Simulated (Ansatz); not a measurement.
# PtSe2 (Sudovikovite) (P-3m1) in Ansatz: a series of runs

One crystal, PtSe2 (Sudovikovite), is run at these levels: rPW86-PBE+D3(BJ), revPBE+D3(BJ)+ATM+U, LDA+U, PBEsol+D3(BJ)+ATM+U, BLYP+D4; tasks: band structure, optical spectrum, projected density of states, phonons.

All numbers are computed with Ansatz 0.2.0; they aren't measurements. Logs are shortened: lines on timing, memory, paths and dates and some standing lists are left out, and cuts for length are marked.

## (1) The structure

It takes space group P-3m1 (No. 164, trigonal). Conventional cell: a = 3.724 Å, b = 3.724 Å, c = 5.062 Å, α = 90.00°, β = 90.00°, γ = 120.00°. Pt (site symmetry -3m) is surrounded by 6 Se at 2.49 Å. Around Se (site symmetry 3m) lie 3 Pt at 2.49 Å.

## (2) Band structure, rPW86-PBE+D3(BJ) (atoms moved at random)

The input, input.yaml:

```yaml
crystal:
  lattice:
    - [3.724, 0.0, 0.0]
    - [-1.862, 3.2250786037, 0.0]
    - [0.0, 0.0, 5.062]
  atoms:
    - { symbol: Pt, position: [-0.06628, -0.060091, 0.011968] }
    - { symbol: Se, position: [0.631154, 0.316469, 0.75511] }
    - { symbol: Se, position: [0.354211, 0.681619, 0.271146] }
kpoints:
  mp_grid: { grid: [8, 8, 5] }
  band_path:
    path:
      - [0.0, 0.0, 0.0]
      - [0.5, 0.0, 0.0]
      - [0.3333333333, 0.3333333333, 0.0]
      - [0.0, 0.0, 0.0]
      - [0.0, 0.0, 0.5]
      - [0.5, 0.0, 0.5]
      - [0.3333333333, 0.3333333333, 0.5]
      - [0.0, 0.0, 0.5]
    npoints: 12
scf:
  occupations: { method: fermi_dirac, width: 0.1 }
hamiltonian:
  xc: { exchange: rpw86, correlation: pbe }
  dispersion: d3bj
  pseudopotentials:
    kind: all_electron
    lapw: { basis_error: 0.001, muffin_tin_radii: { Pt: 1.109, Se: 1.109 } }
output:
  forces: true
  stress: true
  eigenvalues: true
```

Potentials or basis: all-electron LAPW, scalar-relativistic.

Run with:

```bash
ansatz run input.yaml --threads 2 --pin off --max-ram 6144MiB --backend cpu --events-out ev --progress --plain --runs-dir out
```

Output:

```text
Warning: RAYON_NUM_THREADS=2 ignored (pool sized by the plan → 2); use --threads N
LAPW: plane waves up to 11.056 Å⁻¹, error target 1.0e-3 eV per atom; small_component_spin mean_spin; Se in spheres of 1.109 Å, 24 of its electrons in bands, Dirac shells []; Pt in spheres of 1.109 Å, 48 of its electrons in bands, Dirac shells [] (how accurate: hamiltonian.pseudopotentials.lapw.basis_error, Limitations)
Engine: ansatz 0.2.0, aarch64-unknown-linux-gnu
Pseudopotentials: kind: all_electron
Pseudopotential: Pt, LAPW, valence charge 48, lapw/all_electron/scalar/gaussian/Pt, Koelling and Harmon's equation, gaussian nucleus
Pseudopotential: Se, LAPW, valence charge 24, lapw/all_electron/scalar/gaussian/Se, Koelling and Harmon's equation, gaussian nucleus
Functional definition: unnamed
  exchange = rpw86_x
  correlation = pbe_c
Crystal: 3 atoms, lattice volume = 60.796 Å³
Basis set: ecut = 465.739888554463 eV, 1397 PW (Γ), exchange–correlation at level 2
Bands: 58, of which v1, the nominal top of the filled ones, is band 48 counted from 1 (47 counted from 0)
Symmetry: 1 space group operations
Space group: P1 (ITA 1), of the structure as read, at distance tolerance 3.9e-5 Å
k-points: 162 of 320 (time reversal used)
Non-local potential: Pt, projectors of the file, none
Non-local potential: Se, projectors of the file, none
Initial density: superposition of atomic densities (chi_scale 0.1, normalization cell, long waves kept (reshape's long-wave potential 0.03 eV rms))
Initial wavefunctions: plane waves of lowest kinetic energy (no species holds an atomic orbital)
Functional: x = rpw86, c = pbe(β = 0.06672455060314922)
iter 1 solved again at ethr=2.28e-3 eV; its pass at ethr=1.00e-1 eV (dr2=2.19e0 eV) is discarded
SCF iter   1: F=—  HF=-633356.646792 eV  |F-HF|=—  |Δ(HF+E_count)|=         —  Δρ=5.13e-2  dr2=2.19e0  ethr=2.28e-3  ⟨swp⟩=2.0  Hψ=57584  notcnv=0
preconditioner: auto → Resta (q_TF=auto, 2.944 Å⁻¹)  ε∞=3.9  [insulator: Δε(μ)=0.346 eV  Ē_g=13.150 eV  σ=0.100 eV  W_gap=0.69  n_scr=22 (ndim 8)  ℏωp=22.3 eV  f_vac=0.147  D(μ)=0.17/eV (n_scr^D=0)  ε∞_Penn≈3.9]
SCF iter   2: F=—  HF=-633356.305464 eV  |F-HF|=—  |Δ(HF+E_count)|=   3.41e-1  Δρ=2.15e-2  dr2=6.30e-1  ethr=2.28e-3  ⟨swp⟩=2.2  Hψ=27898  notcnv=0
preconditioner: auto → LDOS  [metal: Δε(μ)=0.011 eV  Ē_g=13.512 eV  σ=0.100 eV  W_gap=0.03  n_scr=22 (ndim 8)  ℏωp=22.3 eV  f_vac=0.158  D(μ)=0.93/eV (n_scr^D=2)  β→1.0]
iter 3 solved again at ethr=2.16e-5 eV; its pass at ethr=6.56e-4 eV (dr2=2.07e-2 eV) is discarded
SCF iter   3: F=—  HF=-633356.095873 eV  |F-HF|=—  |Δ(HF+E_count)|=   2.10e-1  Δρ=7.25e-3  dr2=2.08e-2  ethr=2.16e-5  ⟨swp⟩=2.0  Hψ=47091  notcnv=0
SCF iter   4: F=—  HF=-633356.100603 eV  |F-HF|=—  |Δ(HF+E_count)|=         —  Δρ=1.50e-3  dr2=1.35e-3  ethr=2.16e-5  ⟨swp⟩=2.0  Hψ=26355  notcnv=0
the basis was enlarged: its passes take 701.6 KiB over the memory plan, 2 of 2 planned eigensolver slots
SCF iter   5: F=—  HF=-633356.097051 eV  |F-HF|=—  |Δ(HF+E_count)|=   3.55e-3  Δρ=3.66e-4  dr2=3.91e-5  ethr=1.40e-6  ⟨swp⟩=3.0  Hψ=27040  notcnv=0
SCF iter   6: F=—  HF=-633356.097095 eV  |F-HF|=—  |Δ(HF+E_count)|=   4.45e-5  Δρ=1.16e-4  dr2=8.81e-6  ethr=4.07e-8  ⟨swp⟩=3.0  Hψ=28243  notcnv=0
SCF iter   7: F=—  HF=-633356.097097 eV  |F-HF|=—  |Δ(HF+E_count)|=   1.46e-6  Δρ=2.78e-5  dr2=3.17e-7  ethr=9.18e-9  ⟨swp⟩=3.0  Hψ=28213  notcnv=0
SCF iter   8: F=-633356.097097 eV  HF=-633356.097097 eV  |F-HF|=1.58e-8  |Δ(HF+E_count)|=   3.39e-7  Δρ=7.11e-6  dr2=1.35e-8  ethr=3.30e-10  ⟨swp⟩=3.0  Hψ=28238  notcnv=0
SCF 1 converged in 8 iterations: F = -633356.097097 eV  dr2 = 1.35e-8
NSCF: frozen V_eff on 85 k-points
SCF converged after 8 iterations
Free energy (F): -633356.097097 eV
Harris-Foulkes:  -633356.097097 eV  (|F-HF|=1.58e-8)
Internal energy: -633356.074073 eV  (E = F + TS)
E sigma→0 (E₀):  -633356.085585 eV
Entropy (-TS):   -0.023024 eV (-7.675 meV/atom)
Fermi energy:    15.216191 eV
--- Per-component energies (eV) ---
  E_band       = -9870.929251
  E_kinetic    = 704498.074286
  E_xc         = -14632.809230
  E_electrostatic = -1323219.739501  (all electrons and nuclei)
  E_disp       = -1.599628  (pairwise vdW)
  E_smearing   = -0.023024  (= −TS)
  E_closure    = 0.000000  (closes the sum)
  E_atoms      = -633342.093672  (free atoms, spherical and without spin; not in F)
  Σ components = -633356.097097   (vs F -633356.097097, Δ=0.00e0)
  Basis errors (estimates in eV, not in F): energy 3.2e-4 per atom: plane waves 2.8e-4 (1.5e-4 summed), levels above the bands 3.3e-56, relativity 5.0e-8, radial functions 4.0e-5, core shells 1.1e-6; eigenvalues (radial functions only) 9.5e-7; not estimated: angular momenta, meshes, grids; target (lapw.basis_error) 1.0e-3; muffin-tin radii Se 1.109 Å, Pt 1.109 Å
--- Forces (eV/Å), atoms counted from 1 ---
  atom   1  Pt     2.35841622     3.02285371    -0.58896737
  atom   2  Se    -0.14291760    -1.19161424    -0.91920694
  atom   3  Se    -2.21548658    -1.83122534     1.50818346
  max |Σ_I F_I| component: 1.41e-5 eV/Å
--- Stress (GPa, compression-positive) ---
       14.104717       3.265470      -6.600967
        3.265470      11.418071      -1.715014
       -6.600967      -1.715014       9.360588
  P = ⅓ Tr σ = 11.6278 GPa (116.278 kbar)
--- Band table (eV; the first three rows and the last of 162) ---
  k-point 0: bands = ["-502.4139", "-502.3872", "-502.3818", "-289.2562", "-289.2225", "-289.1380", "-289.1347", "-289.1180", "-193.9606", "-193.9432", "-133.2108", "-133.1855", "-133.1824", "-133.1621", "-133.1395", "-133.1389", "-84.0644", "-52.6578", "-52.6374", "-52.6319", "-52.5834", "-52.5765", "-52.5696", "-52.5030", "-38.4524", "-38.3404", "-38.3061", "-33.1564", "-33.1526", "-33.1274", "-33.1256", "-33.1170", "-33.1045", "-33.0966", "-33.0901", "-33.0895", "-33.0861", "-0.3900", "2.2600", "8.0737", "9.0055", "9.1555", "11.0517", "11.1779", "12.5006", "14.4143", "14.8493", "15.3957", "16.3232", "16.9177", "19.1922", "19.3814", "22.5353", "23.3711", "26.6025", "27.1466", "27.3610", "27.5189"]
  k-point 1: bands = ["-502.4139", "-502.3872", "-502.3818", "-289.2562", "-289.2225", "-289.1380", "-289.1347", "-289.1180", "-193.9606", "-193.9432", "-133.2108", "-133.1855", "-133.1824", "-133.1621", "-133.1395", "-133.1389", "-84.0644", "-52.6578", "-52.6374", "-52.6319", "-52.5834", "-52.5765", "-52.5696", "-52.5030", "-38.4524", "-38.3404", "-38.3061", "-33.1564", "-33.1526", "-33.1273", "-33.1256", "-33.1170", "-33.1045", "-33.0966", "-33.0901", "-33.0895", "-33.0861", "-0.2309", "1.9094", "8.4956", "9.0592", "9.2072", "11.0400", "11.1570", "12.4958", "14.2911", "14.5416", "14.7731", "16.6403", "16.9858", "19.5364", "20.2136", "22.5032", "23.1367", "25.4824", "26.1986", "26.4712", "27.1692"]
  k-point 2: bands = ["-502.4139", "-502.3872", "-502.3818", "-289.2562", "-289.2225", "-289.1380", "-289.1347", "-289.1180", "-193.9606", "-193.9432", "-133.2108", "-133.1855", "-133.1824", "-133.1621", "-133.1395", "-133.1389", "-84.0644", "-52.6578", "-52.6374", "-52.6318", "-52.5834", "-52.5765", "-52.5696", "-52.5030", "-38.4524", "-38.3404", "-38.3061", "-33.1563", "-33.1526", "-33.1272", "-33.1256", "-33.1170", "-33.1045", "-33.0966", "-33.0902", "-33.0895", "-33.0862", "0.1733", "1.2367", "8.8756", "9.1947", "9.6724", "11.0364", "11.1188", "12.4531", "13.5769", "14.1035", "14.2703", "17.1392", "17.3512", "20.2514", "21.2470", "22.3784", "22.7530", "24.3894", "24.8777", "25.3766", "25.6880"]
  k-point 161: bands = ["-502.4139", "-502.3872", "-502.3818", "-289.2562", "-289.2225", "-289.1380", "-289.1347", "-289.1180", "-193.9606", "-193.9432", "-133.2108", "-133.1855", "-133.1824", "-133.1621", "-133.1395", "-133.1389", "-84.0642", "-52.6578", "-52.6374", "-52.6318", "-52.5834", "-52.5766", "-52.5696", "-52.5030", "-38.4566", "-38.3440", "-38.3098", "-33.1567", "-33.1524", "-33.1280", "-33.1256", "-33.1169", "-33.1043", "-33.0963", "-33.0907", "-33.0890", "-33.0852", "1.2344", "1.6943", "7.8137", "9.1530", "9.5690", "10.4404", "11.4169", "11.8029", "12.0249", "13.2090", "13.9764", "15.9393", "16.8434", "19.3322", "20.4827", "22.8185", "25.0185", "25.7958", "27.2317", "28.5516", "28.5792"]
```

Run time: 4 min. Hardware: 2 threads of Arm Neoverse V2, shared host; peak memory 1.5 GiB.

What came out:

* Free energy: -633356.0971 eV
* Pressure: 11.6 GPa
* Largest force: 3.879 eV/Å
* Band gap along the path: none (metal or under the smearing width)

Forces in eV/Å, atoms in the order of the input:
```
Pt   2.358  3.023 -0.589
Se  -0.143 -1.192 -0.919
Se  -2.215 -1.831  1.508
```

Levels at the corners of the path, in eV from the Fermi level:
```
point  band 46  band 47  band 48  band 49  band 50  band 51
    Γ    -0.80    -0.37     0.18     1.11     1.70     3.98
    M    -3.25    -3.07    -2.69     1.00     2.13     4.74
    K    -2.57    -1.77    -1.44    -0.03     0.07     3.96
    Γ    -0.80    -0.37     0.18     1.11     1.70     3.98
    A    -1.85    -1.16    -0.98     2.01     2.21     5.20
    L    -3.18    -2.22    -1.45     0.66     1.48     5.01
    H    -3.57    -2.44    -2.39     1.88     2.23     6.52
    A    -1.85    -1.16    -0.98     2.01     2.21     5.20
```

Caveat: spin-orbit coupling is left out, which moves the levels of the heavy elements; pairwise dispersion overbinds metals, which lowers pressure and volume.

## (3) Optical spectrum, revPBE+D3(BJ)+ATM+U

The input, input.yaml:

```yaml
crystal:
  lattice: { a: 3.724, b: 3.724, c: 5.062, alpha: 90.0, beta: 90.0, gamma: 120.0 }
  space_group: 164
  setting: { hermann_mauguin: P-3m1 }
  reduce_to_primitive: true
  atoms:
    - { symbol: Pt, position: [0.0, 0.0, 0.0] }
    - { symbol: Se, position: [0.6666666667, 0.3333333333, 0.75] }
kpoints:
  mp_grid: { kspacing: 0.25 }
scf:
  occupations: { method: cold, width: 0.01 }
hamiltonian:
  xc: revpbe
  dispersion: d3bjatm
  pseudopotentials: { kind: all_electron, lapw: { basis_error: 0.001 } }
  hubbard:
    sites: [{ species: Pt, l: d, u_eff: 6 }]
    double_counting: amf
    projectors: atomic
output:
  eigenvalues: true
  hubbard: {}
  optics:
    e_range: [0, 10]
    de: 0.1
    sigma: 0.15
    nscf_kmesh: { grid: [8, 8, 5] }
    bands: { spectra_wanted_up_to: 10 }
```

Potentials or basis: all-electron LAPW, scalar-relativistic.

Run with:

```bash
ansatz run input.yaml --threads 2 --pin off --max-ram 6144MiB --backend cpu --events-out ev --progress --plain --runs-dir out
```

Output:

```text
Warning: RAYON_NUM_THREADS=2 ignored (pool sized by the plan → 2); use --threads N
crystal.space_group: 164 is read as P-3m1: the typed cell holds Pt1Se2 (Pt 1a, Se 2d). Least distances (Å): Pt–Pt 3.724, Pt–Se 2.495, Se–Se 3.321
crystal.space_group generates its sites in this order, which a site index counts, at these fractional coordinates of the primitive cell where crystal.reduce_to_primitive is true, and else of the cell that is read (crystal.supercell repeats the list replica by replica, and crystal.defects acts on that): 0: Pt [0.000000, 0.000000, 0.000000]; 1: Se [0.666667, 0.333333, 0.750000]; 2: Se [0.333333, 0.666667, 0.250000];
Pt: projections on atomic orbitals take those of the free atom 1s2 2s2 2p6 3s2 3p6 3d10 4s2 4p6 4d10 4f14 5s2 5p6 5d9 6s1, of charge +0.00 (hamiltonian.pseudopotentials.projection_atoms)
[... 68 lines left out ...]
  k-point 39: bands = ["-289.4577", "-289.4577", "-289.3344", "-289.3344", "-289.3227", "-193.6719", "-193.6705", "-133.0792", "-133.0792", "-133.0791", "-133.0789", "-133.0513", "-133.0513", "-84.5491", "-53.1482", "-53.1348", "-53.1348", "-53.0878", "-53.0586", "-53.0586", "-52.9785", "-38.8084", "-38.8059", "-38.7005", "-33.2435", "-33.2430", "-33.2426", "-33.2419", "-33.2233", "-33.2217", "-33.2214", "-33.2211", "-33.2128", "-33.2128", "1.6566", "1.7368", "8.1266", "8.7468", "9.2574", "10.5619", "10.8426", "11.1611", "11.3745", "12.4023", "12.7179", "16.7810", "17.2818", "21.0932", "22.2041", "23.0103", "23.4267", "24.7983", "25.5511", "26.1602"]
Occupation matrices written to <dir>
--- Occupation matrices: 1 shell (run DFT+U table (atomic); ε = 3.05e-5) ---
  Pt0 d_5D: site group D3d (-3m)
  Pt0 d_5D -      Tr n = 4.5964  λ = 0.816 0.816 0.987 0.988 0.988  [2× xz 0.31 Eg(1.00) | z2 1.00 A1g(1.00) | 2× x2-y2 0.31 Eg(1.00)]
  Tr n, λ and their labels are of the run-group-symmetrised matrices; stabiliser: 24 of 24 elements of G0×{1,Θ} (closed), max defect 4.5e-15 at τ = 6.5e-6
```

optics.tsv:

```text
# E[eV]	eps2_interband_xx	eps2_interband_yy	eps2_interband_zz	eps2_interband_xy	eps2_interband_xz	eps2_interband_yz	eps1_interband_xx	eps1_interband_yy	eps1_interband_zz	eps1_interband_xy	eps1_interband_xz	eps1_interband_yz	eps2_xx	eps2_yy	eps2_zz	eps2_xy	eps2_xz	eps2_yz	eps1_xx	eps1_yy	eps1_zz	eps1_xy	eps1_xz	eps1_yz	loss_summed_bands_xx	loss_summed_bands_yy	loss_summed_bands_zz
[... 135 lines left out ...]
10.000000	2.861239e0	2.861239e0	3.385566e0	1.989150e-16	-1.480297e-16	4.533411e-16	1.039900e0	1.039900e0	5.616055e-1	-7.100108e-17	-7.356329e-18	-7.257667e-18	2.861239e0	2.861239e0	3.385566e0	1.989150e-16	-1.480297e-16	4.533411e-16	8.511196e-1	8.511196e-1	5.612095e-1	-1.150605e-16	-6.771166e-18	-3.677841e-18	3.210873e-1	3.210873e-1	2.874724e-1
```

Run time: 39 s. Hardware: 2 threads of Arm Neoverse V2, shared host; peak memory 0.67 GiB.

What came out:

| Quantity | Value |
| --- | --- |
| Free energy | -633230.8971 eV |
| Band gap on the k mesh | none (metal or under the smearing width) |

Dielectric function (mean over the directions given):
```csv
energy (eV),real part,imaginary part
0.30,29.96,0.93
0.50,33.50,4.72
0.70,30.48,4.33
1.00,41.85,16.76
1.20,39.49,29.16
1.50,6.27,35.69
1.70,12.37,21.52
2.00,-1.60,17.99
2.20,15.30,16.45
2.50,-0.12,22.28
2.70,5.02,18.94
3.00,-3.42,23.55
3.20,-9.55,15.97
3.50,-3.61,6.15
3.70,-1.42,8.59
4.00,-3.24,8.70
4.20,-3.86,3.97
4.50,1.11,4.27
4.70,2.16,4.81
5.00,1.44,5.53
5.20,2.27,5.00
5.50,2.96,6.59
5.70,2.59,6.85
6.00,1.71,7.34
6.20,0.66,7.39
6.50,1.78,6.92
6.70,0.86,7.61
7.00,-1.61,7.33
7.20,-1.43,5.42
7.50,-1.09,7.41
7.70,-2.90,4.45
8.00,-0.72,4.52
8.20,-1.03,4.04
8.50,-1.22,3.93
8.70,-0.88,3.24
9.00,-0.85,3.53
9.20,-0.70,2.39
9.50,0.40,2.68
9.70,0.38,2.97
10.00,0.88,3.04
```

Caveat: local fields are left out; independent-particle spectra lack excitons; the intraband (Drude) part of a metal's response may be missing; U without spin polarisation on a metal has little footing; pairwise dispersion overbinds metals, which lowers pressure and volume.

## (4) Projected density of states, LDA+U

The input, input.yaml:

```yaml
crystal:
  lattice:
    - [3.724, 0.0, 0.0]
    - [-1.862, 3.2250786037, 0.0]
    - [0.0, 0.0, 5.062]
  atoms:
    - { symbol: Pt, position: [0.0, 0.0, 0.0] }
    - { symbol: Se, position: [0.6666666667, 0.3333333333, 0.75] }
    - { symbol: Se, position: [0.3333333333, 0.6666666667, 0.25] }
kpoints:
  mp_grid: { grid: [8, 8, 5] }
  band_path:
    path:
      - [0.0, 0.0, 0.0]
      - [0.5, 0.0, 0.0]
      - [0.3333333333, 0.3333333333, 0.0]
      - [0.0, 0.0, 0.0]
      - [0.0, 0.0, 0.5]
      - [0.5, 0.0, 0.5]
      - [0.3333333333, 0.3333333333, 0.5]
      - [0.0, 0.0, 0.5]
    npoints: 6
scf:
  occupations: { method: fermi_dirac, width: 0.05 }
hamiltonian:
  xc: lda
  pseudopotentials: { kind: all_electron, lapw: { basis_error: 0.002 } }
  hubbard:
    sites: [{ species: Pt, l: d, u_eff: 7 }]
    double_counting: fll
    projectors: ortho-atomic
output:
  forces: true
  stress: true
  eigenvalues: true
  fatbands: true
  dos: { projected: true, de: 0.1, e_range: [-10, 8] }
  populations: true
  hubbard: {}
```

Run with:

```bash
ansatz run input.yaml --threads 2 --pin off --max-ram 6144MiB --backend cpu --events-out ev --progress --plain --runs-dir out
```

It took 29 s on 2 threads of Arm Neoverse V2, shared host; peak memory 0.54 GiB.

Results (log left out):

```yaml
Free_energy: -632757.5488 eV
Pressure: 0.2 GPa
Largest_force: 0.388 eV/Å
Band_gap_along_the_path: none (metal or under the smearing width)
```

Forces in eV/Å, atoms in the order of the input:
```
Pt   0.000  0.000  0.000
Se   0.000  0.000 -0.388
Se   0.000  0.000  0.388
```

Stress tensor (GPa, compression positive):
```
 0.91  0.00  0.00
 0.00  0.91  0.00
 0.00  0.00 -1.14
```

Levels at the corners of the path, in eV from the Fermi level:
| point | band 43 | band 44 | band 45 | band 46 | band 47 | band 48 |
| --- | --- | --- | --- | --- | --- | --- |
| Γ | -0.81 | -0.81 | 0.58 | 1.41 | 1.41 | 3.83 |
| M | -3.52 | -3.49 | -3.27 | 0.61 | 2.38 | 5.10 |
| K | -2.39 | -2.16 | -2.16 | -0.13 | -0.13 | 4.40 |
| Γ | -0.81 | -0.81 | 0.58 | 1.41 | 1.41 | 3.83 |
| A | -2.01 | -1.27 | -1.27 | 2.31 | 2.31 | 5.10 |
| L | -4.29 | -2.54 | -1.15 | 0.94 | 1.47 | 4.87 |
| H | -3.94 | -3.41 | -3.41 | 2.06 | 2.06 | 6.92 |
| A | -2.01 | -1.27 | -1.27 | 2.31 | 2.31 | 5.10 |

States per cell in windows of 0.5 eV (zero at the Fermi level; states under -8 eV left out):
| from (eV) | total | Pt1 5d | Se2 4p | Se3 4p | Pt1 6s | Se2 4s | Se3 4s |
| --- | --- | --- | --- | --- | --- | --- | --- |
| -8.0 | 1.55 | 1.05 | 0.22 | 0.22 | 0.02 | 0.01 | 0.01 |
| -7.5 | 1.33 | 0.96 | 0.16 | 0.16 | 0.01 | 0.01 | 0.01 |
| -7.0 | 2.22 | 1.63 | 0.26 | 0.26 | 0.04 | 0.01 | 0.01 |
| -6.5 | 1.88 | 1.50 | 0.16 | 0.16 | 0.03 | 0.01 | 0.01 |
| -6.0 | 1.81 | 1.22 | 0.22 | 0.22 | 0.06 | 0.03 | 0.03 |
| -5.5 | 0.99 | 0.59 | 0.15 | 0.15 | 0.06 | 0.02 | 0.02 |
| -5.0 | 0.89 | 0.33 | 0.20 | 0.20 | 0.10 | 0.03 | 0.03 |
| -4.5 | 0.77 | 0.22 | 0.20 | 0.20 | 0.07 | 0.03 | 0.03 |
| -4.0 | 0.76 | 0.19 | 0.24 | 0.24 | 0.03 | 0.02 | 0.02 |
| -3.5 | 1.01 | 0.18 | 0.39 | 0.39 | 0.01 | 0.01 | 0.01 |
| -3.0 | 1.06 | 0.15 | 0.44 | 0.44 | 0.00 | 0.01 | 0.01 |
| -2.5 | 1.08 | 0.13 | 0.44 | 0.44 | 0.01 | 0.01 | 0.01 |
| -2.0 | 0.98 | 0.09 | 0.42 | 0.42 | 0.01 | 0.01 | 0.01 |
| -1.5 | 0.73 | 0.05 | 0.32 | 0.32 | 0.00 | 0.01 | 0.01 |
| -1.0 | 0.33 | 0.03 | 0.14 | 0.14 | 0.00 | 0.00 | 0.00 |
| -0.5 | 0.15 | 0.01 | 0.07 | 0.07 | 0.00 | 0.00 | 0.00 |
| 0.0 | 0.63 | 0.17 | 0.20 | 0.20 | 0.00 | 0.02 | 0.02 |
| 0.5 | 0.91 | 0.23 | 0.30 | 0.30 | 0.01 | 0.02 | 0.02 |
| 1.0 | 1.26 | 0.28 | 0.45 | 0.45 | 0.01 | 0.01 | 0.01 |
| 1.5 | 1.17 | 0.25 | 0.43 | 0.43 | 0.00 | 0.01 | 0.01 |
| 2.0 | 0.04 | 0.01 | 0.01 | 0.01 | 0.00 | 0.00 | 0.00 |
| 2.5 | 0.00 | 0.00 | 0.00 | 0.00 | 0.00 | 0.00 | 0.00 |
| 3.0 | 0.00 | 0.00 | 0.00 | 0.00 | 0.00 | 0.00 | 0.00 |
| 3.5 | 0.00 | 0.00 | 0.00 | 0.00 | 0.00 | 0.00 | 0.00 |
| 4.0 | 0.07 | 0.00 | 0.01 | 0.01 | 0.02 | 0.00 | 0.00 |
| 4.5 | 0.80 | 0.01 | 0.09 | 0.09 | 0.26 | 0.01 | 0.01 |
| 5.0 | 0.99 | 0.01 | 0.09 | 0.09 | 0.28 | 0.01 | 0.01 |
| 5.5 | 0.58 | 0.00 | 0.04 | 0.04 | 0.14 | 0.01 | 0.01 |
| 6.0 | 0.87 | 0.01 | 0.04 | 0.04 | 0.13 | 0.01 | 0.01 |
| 6.5 | 0.45 | 0.00 | 0.01 | 0.01 | 0.04 | 0.00 | 0.00 |

Caveat: spin-orbit coupling is left out, which moves the levels of the heavy elements; U without spin polarisation on a metal has little footing.

(Continued in part 2 of 2.)
